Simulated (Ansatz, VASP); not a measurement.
**One calculation of SnO, two programs**

```
CELL_PARAMETERS angstrom
3.86388 0.00000 0.00000
0.00000 3.86388 0.00000
0.00000 0.00000 4.95122
ATOMIC_POSITIONS crystal
Sn 0.50000 0.00000 0.76463
Sn 0.00000 0.50000 0.23537
O 0.00000 0.00000 0.00000
O 0.50000 0.50000 0.00000
```

Change from the starting cell: volume scaled by 1.04.

Alike in both runs: task single point; functional PBE; k mesh 7 × 7 × 6; occupations fermi-dirac, width 0.05 eV; no spin polarisation.

|  | VASP | Ansatz |
| --- | --- | --- |
| version | VASP 6.6.1 | Ansatz 0.2.0 |
| potentials or method | VASP PAW PBE potentials, release 64 (Sn_d, O) | Ansatz PAW |
| plane-wave cutoff (eV) | 520 | 420 |
| valence electrons in the cell | 40 | 40 |

Ansatz gave:

```
gap on the k mesh at the Fermi level (eV) : 0.51
least direct gap on the mesh (eV)         : 2.02
pressure (GPa)                            : 0.0
rms of the force components (eV/Å)        : 0.061
```

Q: Which values does VASP return?

A: gap on the k mesh at the Fermi level (eV): 0.52; least direct gap on the mesh (eV): 1.99; pressure (GPa): 0.2; rms of the force components (eV/Å): 0.030.

Atom by atom the forces differ by 0.031 eV/Å (rms over components).

Caveats: spin-orbit coupling is left out, which moves the levels of the heavy elements; an odd mesh through Γ misses points on the zone boundary, where band edges often lie (VASP); odd divisions of the mesh miss points on the zone boundary, where band edges often lie, so the gap on the mesh can be too wide (Ansatz); the pressure holds a Pulay correction of +0.4 GPa for the finite cutoff (Ansatz).
